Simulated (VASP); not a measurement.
# Ge5H in VASP: single point with PBEsol

Aim: the single point of Ge5H with PBEsol.

All numbers are computed with VASP 6.6.1; they aren't measurements. Logs are shortened: lines on timing, memory, paths and dates and some standing lists are left out, and cuts for length are marked.

## (1) The slab as given

The cell holds a slab with vacuum, 12 atoms: a = 4.013 Å, b = 4.013 Å, c = 31.087 Å, α = 90.00°, β = 90.00°, γ = 120.00°.

The cell was built by a generator and needn't be a form met in nature.

## (2) Single point, PBEsol

Contents of INCAR:

```
SYSTEM = Ge5H
PREC = Accurate
ENCUT = 520
EDIFF = 1E-6
ISMEAR = 0
SIGMA = 0.03
LREAL = .FALSE.
LASPH = .TRUE.
NELM = 100
ALGO = Fast
ISIF = 2
LWAVE = .FALSE.
LCHARG = .FALSE.
LDIPOL = .TRUE.
IDIPOL = 3
DIPOL = 0.5 0.5 0.500
GGA = PS
NBANDS = 83
```

Contents of KPOINTS:

```
regular mesh
0
G
  9 9 1
  0 0 0
```

Contents of POSCAR:

```
Ge5H
1.0
    4.0133800941      0.0000000289      0.0000000000
   -2.0066900721      3.4756891021      0.0000000000
    0.0000000000      0.0000000000     31.0868369079
Ge H
10 2
Direct
    0.0000000000      0.0000000000      0.2778588649
    0.6666666667      0.3333333333      0.3029542702
    0.6666666667      0.3333333333      0.3816414901
    0.3333333333      0.6666666667      0.4079209351
    0.3333333333      0.6666666667      0.4868588618
    1.0000000000      0.0000000000      0.5131417045
    0.0000000000      0.0000000000      0.5920795277
    0.6666666667      0.3333333333      0.6183595963
    0.6666666667      0.3333333333      0.6970465771
    0.3333333333      0.6666666667      0.7221428701
    0.3333333333      0.6666666667      0.7721345162
    0.0000000000      0.0000000000      0.2278672148
```

Potentials or basis: VASP PAW PBE potentials, release 64 (Ge_d, H).

Launch:

```console
$ cat potpaw_PBE.64/Ge_d/POTCAR potpaw_PBE.64/H/POTCAR > POTCAR
$ mpirun -np 1 vasp_std > vasp.out
```

OUTCAR:

```text
SYSTEM = Ge5H
   PREC = Accurate
   ENCUT = 520
   EDIFF = 1E-6
   ISMEAR = 0
   LREAL = .FALSE.
   LASPH = .TRUE.
   NELM = 100
   ISIF = 2
   GGA = PS

 ion  position               nearest neighbor table
   1  0.000  0.000  0.278-  12 1.55   2 2.44   2 2.44   2 2.44
   2  0.667  0.333  0.303-   1 2.44   1 2.44   1 2.44   3 2.45
   3  0.667  0.333  0.382-   2 2.45   4 2.46   4 2.46   4 2.46
   4  0.333  0.667  0.408-   5 2.45   3 2.46   3 2.46   3 2.46
   5  0.333  0.667  0.487-   4 2.45   6 2.46   6 2.46   6 2.46
   6  0.000  0.000  0.513-   7 2.45   5 2.46   5 2.46   5 2.46
   7  0.000  0.000  0.592-   6 2.45   8 2.46   8 2.46   8 2.46
   8  0.667  0.333  0.618-   9 2.45   7 2.46   7 2.46   7 2.46
   9  0.667  0.333  0.697-  10 2.44  10 2.44  10 2.44   8 2.45
  10  0.333  0.667  0.722-  11 1.55   9 2.44   9 2.44   9 2.44
  11  0.333  0.667  0.772-  10 1.55
  12  0.000  0.000  0.228-   1 1.55

  LATTYP: Found a hexagonal cell.
 ALAT       =     4.0133800941
 C/A-ratio  =     7.7457993459

  Lattice vectors:

 A1 = (   4.0133800941,   0.0000000289,   0.0000000000)
 A2 = (  -2.0066900721,   3.4756891021,   0.0000000000)
 A3 = (   0.0000000000,   0.0000000000,  31.0868369079)

Analysis of symmetry for initial positions (statically):
=====================================================================
 Subroutine PRICEL returns:
 Original cell was already a primitive cell.

 Routine SETGRP: Setting up the symmetry group for a
 hexagonal supercell.

 Subroutine GETGRP returns: Found 12 space group operations
 (whereof  6 operations were pure point group operations)
 out of a pool of 24 trial point group operations.

The static configuration has the point symmetry C_3v.
 The point group associated with its full space group is D_3d.

Analysis of symmetry for dynamics (positions and initial velocities):
=====================================================================
 Subroutine PRICEL returns:
 Original cell was already a primitive cell.

 Routine SETGRP: Setting up the symmetry group for a
 hexagonal supercell.

 Subroutine GETGRP returns: Found 12 space group operations
 (whereof  6 operations were pure point group operations)
 out of a pool of 24 trial point group operations.

The dynamic configuration has the point symmetry C_3v.
 The point group associated with its full space group is D_3d.

 Subroutine INISYM returns: Found 12 space group operations
 (whereof  6 operations are pure point group operations),
 and found     1 'primitive' translations

----------------------------------------------------------------------------------------

                                     Primitive cell

  volume of cell :     433.6384

  direct lattice vectors                    reciprocal lattice vectors
     4.013380094  0.000000029  0.000000000     0.249166531  0.143856366  0.000000000
    -2.006690072  3.475689102  0.000000000    -0.000000002  0.287712729  0.000000000
     0.000000000  0.000000000 31.086836908     0.000000000  0.000000000  0.032167956

  length of vectors
     4.013380094  4.013380094 31.086836908     0.287712729  0.287712729  0.032167956

  position of ions in fractional coordinates (direct lattice)
     0.000000000  0.000000000  0.277858865
     0.666666667  0.333333333  0.302954270
     0.666666667  0.333333333  0.381641490
     0.333333333  0.666666667  0.407920935
     0.333333333  0.666666667  0.486858862
     0.000000000  0.000000000  0.513141705
     0.000000000  0.000000000  0.592079528
     0.666666667  0.333333333  0.618359596
     0.666666667  0.333333333  0.697046577
     0.333333333  0.666666667  0.722142870
     0.333333333  0.666666667  0.772134516
     0.000000000  0.000000000  0.227867215

  ion indices of the primitive-cell ions
   primitive index   ion index
                 1           1
                 2           2
                 3           3
                 4           4
                 5           5
                 6           6
                 7           7
                 8           8
                 9           9
                10          10
                11          11
                12          12

----------------------------------------------------------------------------------------

 KPOINTS: regular mesh

Automatic generation of k-mesh.
 Grid dimensions read from file:
 generate k-points for:    9    9    1

 Generating k-lattice:

  Cartesian coordinates                     Fractional coordinates (reciprocal lattice)
     0.027685170  0.015984041  0.000000000     0.111111111  0.000000000  0.000000000
    -0.000000000  0.031968081  0.000000000    -0.000000000  0.111111111  0.000000000
     0.000000000  0.000000000  0.032167956     0.000000000  0.000000000  1.000000000

  Length of vectors
     0.031968081  0.031968081  0.032167956

  Shift w.r.t. Gamma in fractional coordinates (k-lattice)
     0.000000000  0.000000000  0.000000000

 Subroutine IBZKPT returns following result:
 ===========================================

 Found     12 irreducible k-points:

 Following reciprocal coordinates:
            Coordinates               Weight
  0.000000  0.000000  0.000000      1.000000
  0.111111 -0.000000  0.000000      6.000000
  0.222222 -0.000000  0.000000      6.000000
  0.333333 -0.000000  0.000000      6.000000
  0.444444 -0.000000  0.000000      6.000000
  0.111111  0.111111  0.000000      6.000000
  0.222222  0.111111  0.000000     12.000000
  0.333333  0.111111  0.000000     12.000000
  0.444444  0.111111  0.000000      6.000000
  0.222222  0.222222  0.000000      6.000000
  0.333333  0.222222  0.000000     12.000000
  0.333333  0.333333  0.000000      2.000000
   k-points           NKPTS =     12   k-points in BZ     NKDIM =     12   number of bands    NBANDS=     83
   number of dos      NEDOS =    301   number of ions     NIONS =     12
   total plane-waves  NPLWV = 216000
   dimension x,y,z NGX =    30 NGY =   30 NGZ =  240
   dimension x,y,z NGXF=    60 NGYF=   60 NGZF=  480
   ions per type =              10   2
   NGX,Y,Z   is equivalent  to a cutoff of  12.43, 12.43, 12.83 a.u.
   NGXF,Y,Z  is equivalent  to a cutoff of  24.85, 24.85, 25.67 a.u.
 SYSTEM =  Ge5H
   PREC   = accura    normal or accurate (medium, high low for compatibility)
   ISTART =      0    job   : 0-new  1-cont  2-samecut
   ICHARG =      2    charge: 1-file 2-atom 10-const
   ISPIN  =      1    spin polarized calculation?
   LNONCOLLINEAR =      F non collinear calculations
   LSORBIT =      F    spin-orbit coupling
   LASPH  =      T    aspherical Exc in radial PAW
   ENCUT  =  520.0 eV  38.22 Ry    6.18 a.u.   7.46  7.46 57.80*2*pi/ulx,y,z
   NELM   =    100;   NELMIN=  2; NELMDL= -5     # of ELM steps
   EDIFF  = 0.1E-05   stopping-criterion for ELM
   LREAL  =      F    real-space projection
   EDIFFG = 0.1E-04   stopping-criterion for IOM
   NSW    =      0    number of steps for IOM
   IBRION =     -1    ionic relax: 0-MD 1-quasi-New 2-CG
   NFREE  =      0    steps in history (QN), initial steepest desc. (CG)
   ISIF   =      2    stress and relaxation
   ISYM   =      2    0-nonsym 1-usesym 2-fastsym
   POTIM  = 0.5000    time-step for ionic-motion
   TEBEG  =    0.0;   TEEND  =   0.0 temperature during run
   PSTRESS=    0.0 pullay stress
   NELECT =     142.0000    total number of electrons
   NUPDOWN=      -1.0000    fix difference up-down
   EMIN   =  10.00;   EMAX   =-10.00  energy-range for DOS
   EFERMI =   0.00;   METHOD = LEGACY
   ISMEAR =     0;   SIGMA  =   0.03  broadening in eV -4-tet -1-fermi 0-gaus
   EFERMI_NEDOS =   21; number of points for ismear=-14 and -15
   IALGO  =     68    algorithm
   IMIX   =      4    mixing-type and parameters
     AMIX     =   0.40;   BMIX     =  1.00
     AMIX_MAG =   1.60;   BMIX_MAG =  1.00
  volume/ion in A,a.u.               =      36.14       243.86
  Fermi-wavevector in a.u.,A,eV,Ry     =   1.128396  2.132360 17.324005  1.273278
  Thomas-Fermi vector in A             =   2.265086
   LORBIT       =      0    0 simple, 1 ext, 2 COOP (PROOUT), +10 PAW based schemes
   GGA     = PS    functional components
   LHFCALC =     F    Hartree Fock is set to
   AEXX    =    0.0000 exact exchange contribution
   IVDW    =     0    specifies the selected vdW correction
   LEPSILON=     F    determine dielectric tensor
   LRPA    =     F    only Hartree local field effects (RPA)
 non-spin polarized calculation
 RMM-DIIS sequential band-by-band and
 Gauss-broadening in eV      SIGMA  =   0.03
  energy-cutoff  :      520.00
  volume of cell :      433.64
 maximum number of plane-waves:     11753
 NGX is ok and might be reduce to    30
   NGX = 15   NGY = 15   NGZ =115

 dipolmoment           0.000000      0.000000     -0.000000 electrons x Angstroem

 number of electron     142.0000077 magnetization

 dipolmoment           0.000000      0.000000      0.000686 electrons x Angstroem

 Free energy of the ion-electron system (eV)
  ---------------------------------------------------
  ext. energy  EPLUGINS =         0.00000000
  ---------------------------------------------------
  free energy    TOTEN  =       -55.37923053 eV

  energy without entropy =      -55.37923053  energy(sigma->0) =      -55.37923053

 E-fermi :   0.6165     XC(G=0):  -5.8939

 val. band max:        0.4833753619   @ k =   0.0000   0.0000   0.0000
 cond. band min:       0.7508488945   @ k =   0.0000   0.0000   0.0000
 fundamental gap:      0.2674735326
 Fermi energy:         0.6165096765

 k-point     1 :       0.0000    0.0000    0.0000
  band No.  band energies     occupation
      1     -24.1587      2.00000
      2     -24.1587      2.00000
      3     -24.1524      2.00000
      4     -24.1524      2.00000
      5     -24.1438      2.00000
      6     -24.1438      2.00000
[... 75 lines left out ...]
     82       4.0679      0.00000
     83       4.2729      0.00000

 k-point     2 :       0.1111   -0.0000    0.0000
  band No.  band energies     occupation
      1     -24.1675      2.00000
      2     -24.1621      2.00000
      3     -24.1582      2.00000
      4     -24.1550      2.00000
      5     -24.1472      2.00000
      6     -24.1466      2.00000
[... 75 lines left out ...]
     82       4.0984      0.00000
     83       4.4390      0.00000
[... 772 lines left out ...]
     82       5.0951      0.00000
     83       5.5648      0.00000

 k-point    12 :       0.3333    0.3333    0.0000
  band No.  band energies     occupation
      1     -24.1869      2.00000
      2     -24.1864      2.00000
      3     -24.1829      2.00000
      4     -24.1791      2.00000
      5     -24.1742      2.00000
      6     -24.1725      2.00000
[... 75 lines left out ...]
     82       6.4675      0.00000
     83       6.5693      0.00000

------------------------ aborting loop because EDIFF is reached ----------------------------------------

 vacuum level on the upper side and lower side of the slab       (xc-potential included)        -0.128        -0.137

  FORCE on cell =-STRESS in cart. coord.  units (eV):
  Direction    XX          YY          ZZ          XY          YZ          ZX
  --------------------------------------------------------------------------------------
  -------------------------------------------------------------------------------------
  Total       -0.3640072     -0.3640072     -0.1916138      0.0000000      0.0000000     -0.0000000
  in kB       -1.3449086     -1.3449086     -0.7079614      0.0000000      0.0000000     -0.0000000
  external PRESSURE =      -1.1325929 kB  Pullay stress =       0.0000000 kB

 VOLUME and BASIS-vectors are now :
 -----------------------------------------------------------------------------
  energy-cutoff  :      520.00
  volume of cell :      433.64
      direct lattice vectors                 reciprocal lattice vectors
     4.013380094  0.000000029  0.000000000     0.249166531  0.143856366  0.000000000
    -2.006690072  3.475689102  0.000000000    -0.000000002  0.287712729  0.000000000
     0.000000000  0.000000000 31.086836908     0.000000000  0.000000000  0.032167956

 POSITION                                       TOTAL-FORCE (eV/Angst)
 -----------------------------------------------------------------------------------
      0.00000      0.00000      8.63775         0.000000     -0.000000     -0.023319
      2.00669      1.15856      9.41789         0.000000     -0.000000     -0.001749
      2.00669      1.15856     11.86403         0.000000      0.000000     -0.001212
     -0.00000      2.31713     12.68097        -0.000000      0.000000      0.001145
     -0.00000      2.31713     15.13490         0.000000      0.000000      0.002130
      0.00000      0.00000     15.95195        -0.000000     -0.000000     -0.002130
      0.00000      0.00000     18.40588         0.000000      0.000000     -0.001145
      2.00669      1.15856     19.22284        -0.000000      0.000000      0.001212
      2.00669      1.15856     21.66897        -0.000000      0.000000      0.001749
     -0.00000      2.31713     22.44914        -0.000000      0.000000      0.023319
     -0.00000      2.31713     24.00322        -0.000000      0.000000     -0.024474
      0.00000      0.00000      7.08367        -0.000000     -0.000000      0.024474
 -----------------------------------------------------------------------------------
    total drift:                               -0.000000      0.000000      0.139801

  FREE ENERGIE OF THE ION-ELECTRON SYSTEM (eV)
  ---------------------------------------------------
  free  energy   TOTEN  =       -55.3792305321 eV

  energy  without entropy=      -55.3792305321  energy(sigma->0) =      -55.37923053

 vacuum level on the upper side and lower side of the slab         4.720         4.711
```

Wall time 23 min (1 thread of Intel Xeon Platinum 8259CL at 2.50GHz (Skylake/Cascade Lake), shared host); peak memory 0.67 GiB.

What came out:

```
Free energy            : -55.3792 eV
Largest force          : 0.024 eV/Å
Band gap on the k mesh : 0.27 eV, direct
```

Forces on the atoms (eV/Å):
```
Ge   0.000  0.000 -0.023
Ge   0.000  0.000 -0.002
Ge   0.000  0.000 -0.001
Ge   0.000  0.000  0.001
Ge   0.000  0.000  0.002
Ge   0.000  0.000 -0.002
Ge   0.000  0.000 -0.001
Ge   0.000  0.000  0.001
Ge   0.000  0.000  0.002
Ge   0.000  0.000  0.023
H    0.000  0.000 -0.024
H    0.000  0.000  0.024
```

Levels at points of the mesh, in eV from the valence-band top:
| k point | band 69 | band 70 | band 71 | band 72 | band 73 | band 74 |
| --- | --- | --- | --- | --- | --- | --- |
| (0.00, 0.00, 0.00) | -0.33 | 0.00 | 0.00 | 0.27 | 0.43 | 0.53 |

Caveat: the PAW data sets were made with another functional, which shifts forces and pressure a little. As with any semilocal functional, this PBEsol gap is likely too small.
